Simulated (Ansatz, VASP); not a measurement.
## Two plane-wave programs on ZnS

```
Zn S
1.0
     0.00000    2.67826    2.67826
     2.67826    0.00000    2.67826
     2.67826    2.67826    0.00000
Zn S
1 1
Direct
  0.00000 0.00000 0.00000
  0.75000 0.75000 0.75000
```

Alike in both runs: functional PBEsol; k mesh 10 × 10 × 10; occupations gaussian, width 0.02 eV; no spin polarisation.

Ansatz relaxed the structure, and its values are those at the end. VASP's run is a single point on that final structure, the one shown.

|  | VASP | Ansatz |
| --- | --- | --- |
| version | VASP 6.6.1 | Ansatz 0.2.0 |
| potentials or method | VASP PAW PBE potentials, release 64 (Zn, S) | scalar-relativistic, plane waves, PAW |
| plane-wave cutoff (eV) | 520 | 420 |
| valence electrons in the cell | 18 | 18 |

Ansatz gave:

```
gap on the k mesh at the Fermi level (eV) : 2.09
least direct gap on the mesh (eV)         : 2.09
pressure (GPa)                            : 0.0
```

**Question.** What did VASP give for the same quantities?

**Answer.** gap on the k mesh at the Fermi level (eV): 2.09; least direct gap on the mesh (eV): 2.09; pressure (GPa): 0.2.

Caveats: the PAW data sets were made with another functional, which shifts forces and pressure a little (VASP). As with any semilocal functional, this PBEsol gap is likely too small.
